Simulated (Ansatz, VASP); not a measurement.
Given: the input of a run of Ansatz 0.2.0 on Os (Osmium). 

The input input.yaml:

```yaml
crystal:
  lattice:
    - [2.7341, 0.0, 0.0]
    - [-1.36705, 2.3678000565, 0.0]
    - [0.0, 0.0, 4.3197]
  atoms:
    - { symbol: Os, position: [0.6666666667, 0.3333333333, 0.75] }
    - { symbol: Os, position: [0.3333333333, 0.6666666667, 0.25] }
kpoints:
  mp_grid: { grid: [11, 11, 6] }
scf:
  occupations: { method: fermi_dirac, width: 0.05 }
hamiltonian:
  xc: revpbe
  dispersion: d4
  pseudopotentials: { kind: all_electron, lapw: { basis_error: 0.001 } }
output:
  forces: true
  stress: true
relax:
  f_tol: 0.02
  max_steps: 60
  cell: {}
```

Potentials or basis: all-electron LAPW, scalar-relativistic.

Launch:

```sh
$ ansatz run input.yaml --threads 1 --pin off --max-ram 3072MiB --backend cpu --events-out ev --progress --plain --runs-dir out
```

Question: Set up the same calculation for VASP 6.6.1. Potentials or basis there: PBE PAW files Os, 600 eV.

Answer: As run (cutoffs and basis follow the program's own potentials, and thresholds, step limits or extra output files can differ):

Contents of INCAR:

```
SYSTEM = Os
PREC = Accurate
ENCUT = 600
EDIFF = 1E-6
ISMEAR = -1
SIGMA = 0.05
LREAL = .FALSE.
LASPH = .TRUE.
NELM = 60
ALGO = Normal
ISIF = 3
LWAVE = .FALSE.
LCHARG = .FALSE.
GGA = RE
IVDW = 13
IBRION = 2
NSW = 60
EDIFFG = -0.005
```

The input KPOINTS:

```
regular mesh
0
G
  11 11 6
  0 0 0
```

POSCAR

```
Os
1.0
    2.7341000000      0.0000000000      0.0000000000
   -1.3670500000      2.3678000565      0.0000000000
    0.0000000000      0.0000000000      4.3197000000
Os
2
Direct
    0.6666666667      0.3333333333      0.7500000000
    0.3333333333      0.6666666667      0.2500000000
```

Potentials or basis: VASP PAW PBE potentials, release 64 (Os).

Run with:

```sh
$ cat potpaw_PBE.64/Os/POTCAR > POTCAR
$ mpirun -np 1 vasp_std > vasp.out
```

Both were run:

|  | Ansatz | VASP |
| --- | --- | --- |
| Relaxed volume | 13.99 Å³/atom | 13.99 Å³/atom |
| Relaxed cell | a = 2.734 Å, b = 2.734 Å, c = 4.323 Å, α = 90.00°, β = 90.00°, γ = 120.00° | a = 2.734 Å, b = 2.734 Å, c = 4.322 Å, α = 90.00°, β = 90.00°, γ = 120.00° |
| Space group after relaxing | P6_3/mmc (No. 194) | P6_3/mmc (No. 194) |
| Pressure after relaxing | 0.0 GPa | 0.0 GPa |

VASP's potentials were made for PBE.

Where Ansatz's input types no cutoff or centring, it takes its own default and a Γ-centred mesh.

Pressure is positive in compression.
